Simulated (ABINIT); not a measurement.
# ZnS (Wurtzite-6H) (P6_3mc) in ABINIT: reference runs

How does ZnS (Wurtzite-6H) come out in PBE? The cell is run as given.

All numbers are computed with ABINIT 10.8.3 (patched build); they aren't measurements. Logs are shortened: lines on timing, memory, paths and dates and some standing lists are left out, and cuts for length are marked. The log counts tension as positive stress, the text compression.

**Experimental background.**

From a printed reference work, monograph, for a bulk crystal of ZnS at 4 K: band gap 3.911 eV (direct).

The runs below are set against these values where they give the same quantity.

## 1. The crystal as given

It takes space group P6_3mc (No. 186, hexagonal). Conventional cell: a = 3.812 Å, b = 3.812 Å, c = 18.690 Å, α = 90.00°, β = 90.00°, γ = 120.00°. Around Zn (site symmetry 3m) lie 4 S at 2.33 to 2.34 Å. Zn (site symmetry 3m) is surrounded by 4 S at 2.33 to 2.34 Å. Around Zn (site symmetry 3m) lie 4 S at 2.33 to 2.34 Å. S (site symmetry 3m) has 4 Zn at 2.33 to 2.34 Å as nearest neighbours. S (site symmetry 3m) is surrounded by 4 Zn at 2.33 to 2.34 Å. S (site symmetry 3m) has 4 Zn at 2.33 to 2.34 Å as nearest neighbours.

## 2. Single point, PBE

File run.abi:

```
pp_dirpath "./"
pseudos "Zn.GGA_PBE-JTH.xml, S.GGA_PBE-JTH.xml"

acell 3*1.0
rprim
     7.2036359871     0.0000000000     0.0000000000
    -3.6018179935     6.2385317644     0.0000000000
     0.0000000000     0.0000000000    35.3189623720
ntypat 2
znucl 30 16
natom 12
typat 1 1 1 1 1 1 2 2 2 2 2 2
xcart
    -0.0000000002     2.2008592262    15.5749293667
     1.9060000002     1.1004296130     6.2299343667
     1.9060000002     1.1004296130    12.4600556333
    -0.0000000002     2.2008592262     3.1150606333
     0.0000000000     0.0000000000     9.3449950000
     0.0000000000     0.0000000000     0.0000000000
    -0.0000000002     2.2008592262    17.9111781167
     1.9060000002     1.1004296130     8.5661831167
     1.9060000002     1.1004296130    14.7963043833
    -0.0000000002     2.2008592262     5.4513093833
     0.0000000000     0.0000000000    11.6812437500
     0.0000000000     0.0000000000     2.3362487500 Angstrom

ecut 22.0
pawecutdg 44.0
pawxcdev 0

kptopt 1
ngkpt 8 8 2
nshiftk 1
shiftk 0.0 0.0 0.0

ixc 11

nband 65
occopt 3
tsmear 0.05 eV

nstep 100
tolvrs 1.0e-9

iomode 3
prtwf 0
prteig 0
prtebands 0
enunit 1
prtden 1
prtvha 1
prtvclmb 1
prtpot 1
```

Potentials or basis: JTH PAW PBE v2.0.

Launch:

```
$ abinit run.abi > log 2>&1
```

run.abo:

```text
.Version 10.8.3 of ABINIT
 Symmetries : space group P6_3 m c (#186); Bravais hP (primitive hexag.)
================================================================================
 Values of the parameters that define the memory need of the present run
     intxc =       0    ionmov =       0      iscf =      17    lmnmax =      18
     lnmax =       6     mgfft =     150  mpssoang =       3    mqgrid =   10547
     natom =      12  nloc_mem =       2    nspden =       1   nspinor =       1
    nsppol =       1      nsym =      12    n1xccc =       1    ntypat =       2
    occopt =       3   xclevel =       2
       mpw =        7872          nfft =      153600          nkpt =          20
 PAW method is used; the additional fine FFT grid is defined by:
   mgfftf=       216    nfftf =    437400
================================================================================
================================================================================

--------------------------------------------------------------------------------
------------- Echo of variables that govern the present computation ------------
--------------------------------------------------------------------------------
 -outvars: echo values of preprocessed input variables --------
            acell      1.0000000000E+00  1.0000000000E+00  1.0000000000E+00 Bohr
              amu      6.53900000E+01  3.20660000E+01
             ecut      2.20000000E+01 Hartree
           enunit           1
              ixc          11
         kptrlatt        8    0    0      0    8    0      0    0    2
          kptrlen      5.76290879E+01
            natom          12
            nband          65
            ngfft          32      32     150
          ngfftdg          45      45     216
             nkpt          20
            nstep         100
             nsym          12
           ntypat           2
           occopt           3
        pawecutdg      4.40000000E+01 Hartree
         pawxcdev           0
        prtebands           0
           prteig           0
           prtpot           1
         prtvclmb           1
           prtvha           1
            prtwf           0
            rprim      7.2036359871E+00  0.0000000000E+00  0.0000000000E+00
                      -3.6018179935E+00  6.2385317644E+00  0.0000000000E+00
                       0.0000000000E+00  0.0000000000E+00  3.5318962372E+01
          spgroup         186
           tolvrs      1.00000000E-09
           tsmear      1.83746611E-03 Hartree
            typat      1  1  1  1  1  1  2  2  2  2  2  2
           useylm           1
           xangst      6.4742117581E-10  2.2008592258E+00  1.5574929360E+01
                       1.9059999994E+00  1.1004296134E+00  6.2299343667E+00
                       1.9059999994E+00  1.1004296134E+00  1.2460055627E+01
                       6.4742117581E-10  2.2008592258E+00  3.1150606333E+00
                       6.2978222421E-10  1.1123345930E-09  9.3449949937E+00
                       6.2978222421E-10  1.1123345930E-09  2.0750057214E-15
                       6.4742117581E-10  2.2008592258E+00  1.7911178110E+01
                       1.9059999994E+00  1.1004296134E+00  8.5661831167E+00
                       1.9059999994E+00  1.1004296134E+00  1.4796304377E+01
                       6.4742117581E-10  2.2008592258E+00  5.4513093833E+00
                       6.2978222421E-10  1.1123345930E-09  1.1681243744E+01
                       6.2978222421E-10  1.1123345930E-09  2.3362487500E+00
            xcart      1.2234487104E-09  4.1590211784E+00  2.9432350921E+01
                       3.6018179948E+00  2.0795105902E+00  1.1772869735E+01
                       3.6018179948E+00  2.0795105902E+00  2.3546092649E+01
                       1.2234487104E-09  4.1590211784E+00  5.8866114625E+00
                       1.1901159227E-09  2.1020077411E-09  1.7659481186E+01
                       1.1901159227E-09  2.1020077411E-09  3.9211925231E-15
                       1.2234487104E-09  4.1590211784E+00  3.3847221221E+01
                       3.6018179948E+00  2.0795105902E+00  1.6187740035E+01
                       3.6018179948E+00  2.0795105902E+00  2.7960962948E+01
                       1.2234487104E-09  4.1590211784E+00  1.0301481762E+01
                       1.1901159227E-09  2.1020077411E-09  2.2074351485E+01
                       1.1901159227E-09  2.1020077411E-09  4.4148702995E+00
             xred      3.3333333367E-01  6.6666666700E-01  8.3333000023E-01
                       6.6666666700E-01  3.3333333367E-01  3.3333000023E-01
                       6.6666666700E-01  3.3333333367E-01  6.6667000011E-01
                       3.3333333367E-01  6.6666666700E-01  1.6667000011E-01
                       3.3368019459E-10  3.3693949482E-10  5.0000000000E-01
                       3.3368019459E-10  3.3693949482E-10  1.1102230246E-16
                       3.3333333367E-01  6.6666666700E-01  9.5833000031E-01
[... 258 lines left out ...]
    2     -0.00000000000000    -0.00000000000000     0.00233471250183
    3      0.00000000000000     0.00000000000000     0.01284134840014
    4      0.00000000000000    -0.00000000000000     0.01284134840014
    5     -0.00000000000000     0.00000000000000    -0.00360917831160
    6      0.00000000000000     0.00000000000000    -0.00360917831160
    7      0.00000000000000     0.00000000000000    -0.02952606297110
    8      0.00000000000000     0.00000000000000    -0.02952606297110
    9     -0.00000000000000     0.00000000000000    -0.00664677853642
   10     -0.00000000000000    -0.00000000000000    -0.00664677853642
   11     -0.00000000000000    -0.00000000000000     0.02460595891715
   12     -0.00000000000000    -0.00000000000000     0.02460595891715
 frms,max,avg= 9.7319592E-03 2.9526063E-02   0.000E+00  0.000E+00 -1.288E-04 e/A
 length scales=  1.000000000000  1.000000000000  1.000000000000 bohr
              =  0.529177210544  0.529177210544  0.529177210544 angstroms
 Fermi (or HOMO) energy (eV) =   6.50512   Average Vxc (eV)=  -9.38214
 Eigenvalues (   eV  ) for nkpt=  20  k points:
 kpt#   1, nband= 65, wtk=  0.00781, kpt=  0.0000  0.0000  0.0000 (reduced coord)
  -7.80628   -7.60463   -7.59637   -7.13838   -7.12988   -6.86438   -0.97416   -0.97046
  -0.96748   -0.96748   -0.96292   -0.94767   -0.94767   -0.92837   -0.92837   -0.89177
  -0.89177   -0.87760   -0.87760   -0.86157   -0.86157   -0.82197   -0.81417   -0.48327
  -0.48327   -0.47970   -0.47970   -0.46454   -0.46454   -0.45926   -0.45926   -0.44016
  -0.44016   -0.43020   -0.43020   -0.26303    0.05225    1.47475    1.48415    3.67946
   3.69672    4.50705    4.50705    4.70080    4.70080    4.71313    4.71313    5.13955
   5.13955    5.15061    5.15061    5.36804    5.39155    5.39155    7.54207    8.59273
   8.64123    8.71789    8.74759    8.88280   11.66938   11.71029   11.71029   11.75967
  11.81270
 prteigrs : prtvol=0 or 1, do not print more k-points.

--- !EnergyTerms
iteration_state     : {dtset: 1, }
comment             : Components of total free energy in Hartree
kinetic             :  6.61946124749434E+01
hartree             :  1.27108563703060E+02
xc                  : -3.26697655955979E+01
Ewald energy        : -2.76846415994274E+02
psp_core            :  4.68700550959657E+00
local_psp           : -4.46254011405124E+02
PAW spherical_terms :  1.09608794211747E+02
internal            : -4.48171217095649E+02
'-kT*entropy'       : -1.28486938098883E-12
total_energy        : -4.48171217095650E+02
total_energy_eV     : -1.21953600927211E+04
...

--- !EnergyTermsDC
iteration_state     : {dtset: 1, }
comment             : '"Double-counting" decomposition of free energy'
band_energy         : -5.54803987870341E-01
Ewald energy        : -2.76846415994274E+02
psp_core            :  4.68700550959657E+00
xc_dc               : -1.24225684702283E+02
PAW spherical_terms : -5.12312945738543E+01
internal            : -4.48171193748685E+02
'-kT*entropy'       : -1.28486938098883E-12
total_energy_dc     : -4.48171193748686E+02
total_energy_dc_eV  : -1.21953594574179E+04
...

--- !EnergyTermsWithPAWCore
iteration_state     : {dtset: 1, }
comment             : 'Components of total free energy, including PAW core contributions'
Total energy        : -1.31718942120490E+04
Total energy DC     : -1.31718941887020E+04
Total energy (eV)   : -3.58425500995266E+05
Total energy DC (eV): -3.58425500359962E+05
...

 Cartesian components of stress tensor (hartree/bohr^3)
  sigma(1 1)= -6.26410349E-05  sigma(3 2)=  0.00000000E+00
  sigma(2 2)= -6.26410348E-05  sigma(3 1)=  0.00000000E+00
  sigma(3 3)= -6.50066615E-05  sigma(2 1)= -2.31646531E-14

-Cartesian components of stress tensor (GPa)         [Pressure=  1.8662E+00 GPa]
- sigma(1 1)= -1.84296287E+00  sigma(3 2)=  0.00000000E+00
- sigma(2 2)= -1.84296287E+00  sigma(3 1)=  0.00000000E+00
- sigma(3 3)= -1.91256201E+00  sigma(2 1)= -6.81527624E-10

== END DATASET(S) ==============================================================
================================================================================

 -outvars: echo values of variables after computation  --------
            acell      1.0000000000E+00  1.0000000000E+00  1.0000000000E+00 Bohr
           etotal     -4.4817119375E+02
            fcart      3.2706602256E-29  7.4633464104E-29  4.5402929420E-05
                      -1.1680929377E-28 -2.7065870717E-28  4.5402929420E-05
                       1.0746455027E-28  2.9044107115E-28  2.4972446698E-04
                       1.2615403727E-28 -2.3828756612E-28  2.4972446698E-04
                      -4.2051345758E-29  3.1471942695E-29 -7.0187343417E-05
                       1.0746455027E-28  2.9044107115E-28 -7.0187343417E-05
                       1.8222249828E-28  2.4727954974E-28 -5.7419050614E-04
                       5.1396089259E-29  2.3648916939E-28 -5.7419050614E-04
                      -4.6723717508E-30  9.8911819898E-30 -1.2925926277E-04
                      -2.3361858754E-29 -3.2461060894E-28 -1.2925926277E-04
                      -1.5418826778E-28 -1.6275490365E-28  4.7850971593E-04
                      -2.6632518980E-28 -1.8433566435E-28  4.7850971593E-04
            rprim      7.2036359871E+00  0.0000000000E+00  0.0000000000E+00
                      -3.6018179935E+00  6.2385317644E+00  0.0000000000E+00
                       0.0000000000E+00  0.0000000000E+00  3.5318962372E+01
           strten     -6.2641034867E-05 -6.2641034826E-05 -6.5006661536E-05
                       0.0000000000E+00  0.0000000000E+00 -2.3164653096E-14
           xangst      6.4742117581E-10  2.2008592258E+00  1.5574929360E+01
                       1.9059999994E+00  1.1004296134E+00  6.2299343667E+00
                       1.9059999994E+00  1.1004296134E+00  1.2460055627E+01
                       6.4742117581E-10  2.2008592258E+00  3.1150606333E+00
                       6.2978222421E-10  1.1123345930E-09  9.3449949937E+00
                       6.2978222421E-10  1.1123345930E-09  2.0750057214E-15
                       6.4742117581E-10  2.2008592258E+00  1.7911178110E+01
                       1.9059999994E+00  1.1004296134E+00  8.5661831167E+00
                       1.9059999994E+00  1.1004296134E+00  1.4796304377E+01
                       6.4742117581E-10  2.2008592258E+00  5.4513093833E+00
                       6.2978222421E-10  1.1123345930E-09  1.1681243744E+01
                       6.2978222421E-10  1.1123345930E-09  2.3362487500E+00
             xred      3.3333333367E-01  6.6666666700E-01  8.3333000023E-01
                       6.6666666700E-01  3.3333333367E-01  3.3333000023E-01
                       6.6666666700E-01  3.3333333367E-01  6.6667000011E-01
                       3.3333333367E-01  6.6666666700E-01  1.6667000011E-01
                       3.3368019459E-10  3.3693949482E-10  5.0000000000E-01
                       3.3368019459E-10  3.3693949482E-10  1.1102230246E-16
                       3.3333333367E-01  6.6666666700E-01  9.5833000031E-01
                       6.6666666700E-01  3.3333333367E-01  4.5833000031E-01
                       6.6666666700E-01  3.3333333367E-01  7.9167000020E-01
                       3.3333333367E-01  6.6666666700E-01  2.9167000020E-01
                       3.3368019459E-10  3.3693949482E-10  6.2500000008E-01
                       3.3368019459E-10  3.3693949482E-10  1.2500000008E-01
 Calculation completed.
```

Wall time 34 min (1 thread of Arm Neoverse V2, shared host); peak memory 0.48 GiB.

Results:

```yaml
Free_energy: -12195.3595 eV
Pressure: 1.9 GPa
Largest_force: 0.030 eV/Å
Band_gap_on_the_k_mesh: 2.15 eV, direct
Valence_electrons_inside_the_program's_atomic_spheres: Zn 10.80; S 3.60
```

Forces on the atoms (eV/Å):
```
Zn   0.000  0.000  0.002
Zn   0.000  0.000  0.002
Zn   0.000  0.000  0.013
Zn   0.000  0.000  0.013
Zn   0.000  0.000 -0.004
Zn   0.000  0.000 -0.004
S    0.000  0.000 -0.030
S    0.000  0.000 -0.030
S    0.000  0.000 -0.007
S    0.000  0.000 -0.007
S    0.000  0.000  0.025
S    0.000  0.000  0.025
```

Caveat: the cell's inner coordinates are idealised or old, which leaves forces on the atoms.

## 3. Against experiment

Step 2. Against the measured gap of ZnS, 3.911 eV (direct; 4 K; a printed reference work, monograph), the calculated 2.15 eV is off by -1.76 eV. The value is that of PBE on a finite k mesh, which can miss the band edges, without temperature or zero-point motion. Semilocal functionals fall short of measured gaps as a rule.
